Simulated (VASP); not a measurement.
# BaTe (Fm-3m) in VASP: notebook

One crystal, BaTe, is run at these levels: PBE; tasks: single point, relaxation of the atoms.

Everything below comes from runs of VASP 6.6.1. Logs are shortened: lines on timing, memory, paths and dates and some standing lists are left out, and cuts for length are marked.

**1. Starting point**

Symmetry: Fm-3m, No. 225, cubic system. Conventional cell: a = 6.820 Å, b = 6.820 Å, c = 6.820 Å, α = 90.00°, β = 90.00°, γ = 90.00°. Ba (site symmetry m-3m) has 6 Te at 3.41 Å as nearest neighbours. Te (site symmetry m-3m) is surrounded by 6 Ba at 3.41 Å.

**2. Single point, PBE**

INCAR reads:

```
ALGO = Normal
EDIFF = 1E-6
ENCUT = 520
GGA = PE
ISIF = 2
ISMEAR = -1
LASPH = T
LCHARG = F
LREAL = F
LWAVE = F
NBANDS = 15
NELM = 100
PREC = Accurate
SIGMA = 0.02
```

KPOINTS reads:

```
k-points
0
Gamma
  7 7 7
```

POSCAR reads:

```
BaTe
1.0
    0.0000000000      3.4100000000      3.4100000000
    3.4100000000      0.0000000000      3.4100000000
    3.4100000000      3.4100000000      0.0000000000
Ba Te
1 1
Direct
    0.0000000000      0.0000000000      0.0000000000
    0.5000000000      0.5000000000      0.5000000000
```

Potentials or basis: VASP PAW PBE potentials, release 64 (Ba_sv, Te).

On the command line:

```
cat potpaw_PBE.64/Ba_sv/POTCAR potpaw_PBE.64/Te/POTCAR > POTCAR
mpirun -np 1 vasp_std > vasp.out
```

OUTCAR:

```text
EDIFF = 1E-6
   ENCUT = 520
   GGA = PE
   ISIF = 2
   ISMEAR = -1
   LASPH = T
   LREAL = F
   NELM = 100
   PREC = Accurate

 ion  position               nearest neighbor table
   1  0.000  0.000  0.000-   2 3.41   2 3.41   2 3.41   2 3.41   2 3.41   2 3.41
   2  0.500  0.500  0.500-   1 3.41   1 3.41   1 3.41   1 3.41   1 3.41   1 3.41

  LATTYP: Found a face centered cubic cell.
 ALAT       =     6.8200000000

  Lattice vectors:

 A1 = (   0.0000000000,   3.4100000000,   3.4100000000)
 A2 = (   3.4100000000,   0.0000000000,   3.4100000000)
 A3 = (   3.4100000000,   3.4100000000,   0.0000000000)

Analysis of symmetry for initial positions (statically):
=====================================================================
 Subroutine PRICEL returns:
 Original cell was already a primitive cell.

 Routine SETGRP: Setting up the symmetry group for a
 face centered cubic supercell.

 Subroutine GETGRP returns: Found 48 space group operations
 (whereof 48 operations were pure point group operations)
 out of a pool of 48 trial point group operations.

The static configuration has the point symmetry O_h .

Analysis of symmetry for dynamics (positions and initial velocities):
=====================================================================
 Subroutine PRICEL returns:
 Original cell was already a primitive cell.

 Routine SETGRP: Setting up the symmetry group for a
 face centered cubic supercell.

 Subroutine GETGRP returns: Found 48 space group operations
 (whereof 48 operations were pure point group operations)
 out of a pool of 48 trial point group operations.

The dynamic configuration has the point symmetry O_h .

 Subroutine INISYM returns: Found 48 space group operations
 (whereof 48 operations are pure point group operations),
 and found     1 'primitive' translations

----------------------------------------------------------------------------------------

                                     Primitive cell

  volume of cell :      79.3036

  direct lattice vectors                    reciprocal lattice vectors
     0.000000000  3.410000000  3.410000000    -0.146627566  0.146627566  0.146627566
     3.410000000  0.000000000  3.410000000     0.146627566 -0.146627566  0.146627566
     3.410000000  3.410000000  0.000000000     0.146627566  0.146627566 -0.146627566

  length of vectors
     4.822468248  4.822468248  4.822468248     0.253966394  0.253966394  0.253966394

  position of ions in fractional coordinates (direct lattice)
     0.000000000  0.000000000  0.000000000
     0.500000000  0.500000000  0.500000000

  ion indices of the primitive-cell ions
   primitive index   ion index
                 1           1
                 2           2

----------------------------------------------------------------------------------------

 KPOINTS: k-points

Automatic generation of k-mesh.
 Grid dimensions read from file:
 generate k-points for:    7    7    7

 Generating k-lattice:

  Cartesian coordinates                     Fractional coordinates (reciprocal lattice)
    -0.020946795  0.020946795  0.020946795     0.142857143  0.000000000  0.000000000
     0.020946795 -0.020946795  0.020946795     0.000000000  0.142857143  0.000000000
     0.020946795  0.020946795 -0.020946795     0.000000000  0.000000000  0.142857143

  Length of vectors
     0.036280913  0.036280913  0.036280913

  Shift w.r.t. Gamma in fractional coordinates (k-lattice)
     0.000000000  0.000000000  0.000000000

 Subroutine IBZKPT returns following result:
 ===========================================

 Found     20 irreducible k-points:

 Following reciprocal coordinates:
            Coordinates               Weight
  0.000000  0.000000  0.000000      1.000000
  0.142857  0.000000  0.000000      8.000000
  0.285714  0.000000  0.000000      8.000000
  0.428571  0.000000  0.000000      8.000000
  0.142857  0.142857  0.000000      6.000000
  0.285714  0.142857  0.000000     24.000000
[... 12 lines left out ...]
 -0.428571  0.428571  0.142857     24.000000
 -0.285714  0.428571  0.142857     24.000000
   k-points           NKPTS =     20   k-points in BZ     NKDIM =     20   number of bands    NBANDS=     15
   number of dos      NEDOS =    301   number of ions     NIONS =      2
   total plane-waves  NPLWV =  46656
   dimension x,y,z NGX =    36 NGY =   36 NGZ =   36
   dimension x,y,z NGXF=    72 NGYF=   72 NGZF=   72
   ions per type =               1   1
   NGX,Y,Z   is equivalent  to a cutoff of  12.41, 12.41, 12.41 a.u.
   NGXF,Y,Z  is equivalent  to a cutoff of  24.82, 24.82, 24.82 a.u.
 SYSTEM =  unknown system
   PREC   = accura    normal or accurate (medium, high low for compatibility)
   ISTART =      0    job   : 0-new  1-cont  2-samecut
   ICHARG =      2    charge: 1-file 2-atom 10-const
   ISPIN  =      1    spin polarized calculation?
   LNONCOLLINEAR =      F non collinear calculations
   LSORBIT =      F    spin-orbit coupling
   LASPH  =      T    aspherical Exc in radial PAW
   ENCUT  =  520.0 eV  38.22 Ry    6.18 a.u.   8.97  8.97  8.97*2*pi/ulx,y,z
   NELM   =    100;   NELMIN=  2; NELMDL= -5     # of ELM steps
   EDIFF  = 0.1E-05   stopping-criterion for ELM
   LREAL  =      F    real-space projection
   EDIFFG = 0.1E-04   stopping-criterion for IOM
   NSW    =      0    number of steps for IOM
   IBRION =     -1    ionic relax: 0-MD 1-quasi-New 2-CG
   NFREE  =      0    steps in history (QN), initial steepest desc. (CG)
   ISIF   =      2    stress and relaxation
   ISYM   =      2    0-nonsym 1-usesym 2-fastsym
   POTIM  = 0.5000    time-step for ionic-motion
   TEBEG  =    0.0;   TEEND  =   0.0 temperature during run
   PSTRESS=    0.0 pullay stress
   NELECT =      16.0000    total number of electrons
   NUPDOWN=      -1.0000    fix difference up-down
   EMIN   =  10.00;   EMAX   =-10.00  energy-range for DOS
   EFERMI =   0.00;   METHOD = LEGACY
   ISMEAR =    -1;   SIGMA  =   0.02  broadening in eV -4-tet -1-fermi 0-gaus
   EFERMI_NEDOS =   21; number of points for ismear=-14 and -15
   IALGO  =     38    algorithm
   IMIX   =      4    mixing-type and parameters
     AMIX     =   0.40;   BMIX     =  1.00
     AMIX_MAG =   1.60;   BMIX_MAG =  1.00
  volume/ion in A,a.u.               =      39.65       267.58
  Fermi-wavevector in a.u.,A,eV,Ry     =   0.960175  1.814468 12.543704  0.921936
  Thomas-Fermi vector in A             =   2.089436
   LORBIT       =      0    0 simple, 1 ext, 2 COOP (PROOUT), +10 PAW based schemes
   GGA     = PE    functional components
   LHFCALC =     F    Hartree Fock is set to
   AEXX    =    0.0000 exact exchange contribution
   IVDW    =     0    specifies the selected vdW correction
   LEPSILON=     F    determine dielectric tensor
   LRPA    =     F    only Hartree local field effects (RPA)
 non-spin polarized calculation
  energy-cutoff  :      520.00
  volume of cell :       79.30
 maximum number of plane-waves:      2145
   NGX = 17   NGY = 17   NGZ = 17

 number of electron      16.0000000 magnetization

 Free energy of the ion-electron system (eV)
  ---------------------------------------------------
  ext. energy  EPLUGINS =         0.00000000
  ---------------------------------------------------
  free energy    TOTEN  =        -8.51265423 eV

  energy without entropy =       -8.51265423  energy(sigma->0) =       -8.51265423

 E-fermi :   3.2923     XC(G=0):  -8.5642

 val. band max:        2.7959553154   @ k =   0.0000   0.0000   0.0000
 cond. band min:       4.1759848370   @ k =   0.4286   0.4286   0.0000
 fundamental gap:      1.3800295216
 Fermi energy:         3.2923044580

 k-point     1 :       0.0000    0.0000    0.0000
  band No.  band energies     occupation
      1     -24.0338      2.00000
      2      -9.2067      2.00000
      3      -9.2067      2.00000
      4      -9.2067      2.00000
      5      -6.9309      2.00000
      6       2.7960      2.00000
      7       2.7960      2.00000
      8       2.7960      2.00000
      9       5.6586      0.00000
     10       5.6586      0.00000
     11       5.6586      0.00000
     12       6.0236      0.00000
     13       6.3622      0.00000
     14       6.3622      0.00000
     15       9.7744      0.00000

 k-point     2 :       0.1429    0.0000    0.0000
  band No.  band energies     occupation
      1     -24.0299      2.00000
      2      -9.3491      2.00000
      3      -9.2093      2.00000
      4      -9.2093      2.00000
      5      -6.7243      2.00000
      6       2.1003      2.00000
      7       2.4463      2.00000
      8       2.4463      2.00000
      9       5.7271      0.00000
     10       5.9346      0.00000
     11       5.9346      0.00000
     12       6.8891      0.00000
     13       7.0143      0.00000
     14       7.0143      0.00000
     15      10.4704      0.00000

 k-point     3 :       0.2857    0.0000    0.0000
  band No.  band energies     occupation
      1     -24.0212      2.00000
      2      -9.6113      2.00000
      3      -9.2150      2.00000
      4      -9.2150      2.00000
      5      -6.3056      2.00000
      6       1.0608      2.00000
      7       1.8833      2.00000
      8       1.8833      2.00000
      9       6.0265      0.00000
     10       6.6579      0.00000
     11       6.6579      0.00000
     12       8.3140      0.00000
     13       8.5016      0.00000
     14       8.5016      0.00000
     15      11.3434      0.00000
[... 271 lines left out ...]
 k-point    19 :      -0.4286    0.4286    0.1429
  band No.  band energies     occupation
      1     -24.0076      2.00000
      2      -9.5133      2.00000
      3      -9.3486      2.00000
      4      -9.3438      2.00000
      5      -6.4797      2.00000
      6       1.4431      2.00000
      7       1.8152      2.00000
      8       2.0756      2.00000
      9       5.0594      0.00000
     10       7.6201      0.00000
     11       7.7757      0.00000
     12       8.7173      0.00000
     13       8.7757      0.00000
     14       9.1832      0.00000
     15      11.0850      0.00000

 k-point    20 :      -0.2857    0.4286    0.1429
  band No.  band energies     occupation
      1     -24.0070      2.00000
      2      -9.5065      2.00000
      3      -9.4211      2.00000
      4      -9.3228      2.00000
      5      -6.3763      2.00000
      6       1.2793      2.00000
      7       1.7579      2.00000
      8       1.8234      2.00000
      9       5.9366      0.00000
     10       6.8398      0.00000
     11       8.0461      0.00000
     12       8.3964      0.00000
     13       8.6229      0.00000
     14      10.6604      0.00000
     15      11.3538      0.00000

------------------------ aborting loop because EDIFF is reached ----------------------------------------

  FORCE on cell =-STRESS in cart. coord.  units (eV):
  Direction    XX          YY          ZZ          XY          YZ          ZX
  --------------------------------------------------------------------------------------
  -------------------------------------------------------------------------------------
  Total        2.1008173      2.1008173      2.1008173     -0.0000000      0.0000000      0.0000000
  in kB       42.4429679     42.4429679     42.4429679     -0.0000000      0.0000000      0.0000000
  external PRESSURE =      42.4429679 kB  Pullay stress =       0.0000000 kB

 VOLUME and BASIS-vectors are now :
 -----------------------------------------------------------------------------
  energy-cutoff  :      520.00
  volume of cell :       79.30
      direct lattice vectors                 reciprocal lattice vectors
     0.000000000  3.410000000  3.410000000    -0.146627566  0.146627566  0.146627566
     3.410000000  0.000000000  3.410000000     0.146627566 -0.146627566  0.146627566
     3.410000000  3.410000000  0.000000000     0.146627566  0.146627566 -0.146627566

 POSITION                                       TOTAL-FORCE (eV/Angst)
 -----------------------------------------------------------------------------------
      0.00000      0.00000      0.00000        -0.000000     -0.000000     -0.000000
      3.41000      3.41000      3.41000         0.000000      0.000000      0.000000
 -----------------------------------------------------------------------------------
    total drift:                                0.000000      0.000000      0.000000

  FREE ENERGIE OF THE ION-ELECTRON SYSTEM (eV)
  ---------------------------------------------------
  free  energy   TOTEN  =        -8.5126542341 eV

  energy  without entropy=       -8.5126542341  energy(sigma->0) =       -8.51265423
```

Run time: 18 s. Hardware: 1 thread of Intel Xeon Platinum 8259CL at 2.50GHz (Skylake/Cascade Lake), shared host; peak memory 0.21 GiB.

What came out:

* Free energy: -8.5127 eV
* Pressure: 4.2 GPa
* Band gap on the k mesh: 1.38 eV, indirect (least direct gap 1.76 eV)

Levels at points of the mesh, in eV from the valence-band top:
```csv
k point,band 4,band 5,band 6,band 7,band 8,band 9,band 10,band 11,band 12,band 13
"(0.00, 0.00, 0.00)",-12.00,-9.73,0.00,0.00,0.00,2.86,2.86,2.86,3.23,3.57
```

Caveat: spin-orbit coupling is left out, which moves the levels of the heavy elements; an odd mesh through Γ misses points on the zone boundary, where band edges often lie.

**3. Relaxation of the atoms, PBE**

INCAR reads:

```
ALGO     = Normal         # electronic algorithm
EDIFF    = 1E-7           # SCF threshold, eV
EDIFFG   = -0.02          # ionic threshold
ENCUT    = 520            # plane-wave cutoff, eV
GGA      = PE             # functional
IBRION   = 2              # ionic algorithm
ISIF     = 2              # what is computed and relaxed
ISMEAR   = -1             # smearing method
LASPH    = T              # aspherical terms in the spheres
LCHARG   = F              # write CHGCAR
LREAL    = F              # projectors in reciprocal space
LWAVE    = F              # write WAVECAR
NELM     = 80             # most SCF steps
NSW      = 80             # ionic steps
PREC     = Accurate       # precision mode
SIGMA    = 0.02           # smearing width, eV
```

KPOINTS is that of step 2.

POSCAR is that of step 2.

Potentials or basis: VASP PAW PBE potentials, release 64 (Ba_sv, Te).

On the command line:

```
cat potpaw_PBE.64/Ba_sv/POTCAR potpaw_PBE.64/Te/POTCAR > POTCAR
mpirun -np 1 vasp_std > vasp.out
```

OUTCAR:

```text
EDIFF = 1E-7
   EDIFFG = -0.02
   ENCUT = 520
   GGA = PE
   IBRION = 2
   ISIF = 2
   ISMEAR = -1
   LASPH = T
   LREAL = F
   NELM = 80
   NSW = 80
   PREC = Accurate

 ion  position               nearest neighbor table
   1  0.000  0.000  0.000-   2 3.41   2 3.41   2 3.41   2 3.41   2 3.41   2 3.41
   2  0.500  0.500  0.500-   1 3.41   1 3.41   1 3.41   1 3.41   1 3.41   1 3.41

  LATTYP: Found a face centered cubic cell.
 ALAT       =     6.8200000000

  Lattice vectors:

[... 482 lines left out ...]

  FORCE on cell =-STRESS in cart. coord.  units (eV):
  Direction    XX          YY          ZZ          XY          YZ          ZX
  --------------------------------------------------------------------------------------
  -------------------------------------------------------------------------------------
  Total        2.1016762      2.1016762      2.1016762      0.0000000      0.0000000      0.0000000
  in kB       42.4603193     42.4603193     42.4603193      0.0000000      0.0000000      0.0000000
  external PRESSURE =      42.4603193 kB  Pullay stress =       0.0000000 kB

 VOLUME and BASIS-vectors are now :
 -----------------------------------------------------------------------------
  energy-cutoff  :      520.00
  volume of cell :       79.30
      direct lattice vectors                 reciprocal lattice vectors
     0.000000000  3.410000000  3.410000000    -0.146627566  0.146627566  0.146627566
     3.410000000  0.000000000  3.410000000     0.146627566 -0.146627566  0.146627566
     3.410000000  3.410000000  0.000000000     0.146627566  0.146627566 -0.146627566

 POSITION                                       TOTAL-FORCE (eV/Angst)
 -----------------------------------------------------------------------------------
      0.00000      0.00000      0.00000         0.000000      0.000000      0.000000
      3.41000      3.41000      3.41000        -0.000000     -0.000000     -0.000000
 -----------------------------------------------------------------------------------
    total drift:                                0.000000      0.000000      0.000000

  FREE ENERGIE OF THE ION-ELECTRON SYSTEM (eV)
  ---------------------------------------------------
  free  energy   TOTEN  =        -8.5126542623 eV

  energy  without entropy=       -8.5126542622  energy(sigma->0) =       -8.51265426

 reached required accuracy - stopping structural energy minimisation
```

OSZICAR:

```text
N       E                     dE             d eps       ncg     rms          rms(c)
DAV:   1     0.894171622287E+02    0.89417E+02   -0.64147E+03   480   0.112E+03
DAV:   2    -0.267887723565E+01   -0.92096E+02   -0.85585E+02   596   0.180E+02
DAV:   3    -0.842498274744E+01   -0.57461E+01   -0.57011E+01   604   0.514E+01
DAV:   4    -0.859382198793E+01   -0.16884E+00   -0.16870E+00   656   0.934E+00
DAV:   5    -0.860043716902E+01   -0.66152E-02   -0.66148E-02   684   0.141E+00    0.417E+00
DAV:   6    -0.850655455527E+01    0.93883E-01   -0.16198E-01   564   0.210E+00    0.279E+00
DAV:   7    -0.850803212410E+01   -0.14776E-02   -0.12629E-01   620   0.225E+00    0.776E-01
DAV:   8    -0.851190652042E+01   -0.38744E-02   -0.14545E-02   544   0.868E-01    0.162E-01
DAV:   9    -0.851249032518E+01   -0.58380E-03   -0.93164E-04   620   0.249E-01    0.503E-02
DAV:  10    -0.851262239125E+01   -0.13207E-03   -0.12129E-04   568   0.814E-02    0.183E-02
DAV:  11    -0.851265478500E+01   -0.32394E-04   -0.70848E-05   564   0.566E-02    0.161E-02
DAV:  12    -0.851265428477E+01    0.50023E-06   -0.48956E-06   608   0.168E-02    0.337E-03
DAV:  13    -0.851265426228E+01    0.22487E-07   -0.48407E-07   624   0.416E-03
   1 F= -.85126543E+01 E0= -.85126543E+01  d E =-.851265E+01
```

CONTCAR:

```text
BaTe
   1.00000000000000
     0.0000000000000000    3.4100000000000001    3.4100000000000001
     3.4100000000000001    0.0000000000000000    3.4100000000000001
     3.4100000000000001    3.4100000000000001    0.0000000000000000
  Ba              Te
     1     1
Direct
     0.0000000000000000    0.0000000000000000    0.0000000000000000
     0.5000000000000000    0.5000000000000000    0.5000000000000000

  0.00000000E+00  0.00000000E+00  0.00000000E+00
  0.00000000E+00  0.00000000E+00  0.00000000E+00
```

Wall time 18 s (1 thread of Intel Xeon Platinum 8259CL at 2.50GHz (Skylake/Cascade Lake), shared host); peak memory 0.21 GiB.

What came out:

```yaml
Free_energy: -8.5127 eV
Pressure_after_relaxing: 4.2 GPa
Band_gap_on_the_k_mesh: 1.38 eV, indirect (least direct gap 1.76 eV)
```

Final structure:
```yaml
crystal:
  lattice:
    - [0.00000, 3.41000, 3.41000]
    - [3.41000, 0.00000, 3.41000]
    - [3.41000, 3.41000, 0.00000]
  atoms:
    - { symbol: Ba, position: [0.00000, 0.00000, 0.00000] }
    - { symbol: Te, position: [0.50000, 0.50000, 0.50000] }
```

Levels at points of the mesh, in eV from the valence-band top:
```tsv
k point	band 5	band 6	band 7	band 8	band 9	band 10	band 11	band 12
(0.00, 0.00, 0.00)	-9.73	0.00	0.00	0.00	2.86	2.86	2.86	3.23
```

Caveat: the relaxation stopped at its first step, so nothing moved; spin-orbit coupling is left out, which moves the levels of the heavy elements; an odd mesh through Γ misses points on the zone boundary, where band edges often lie.
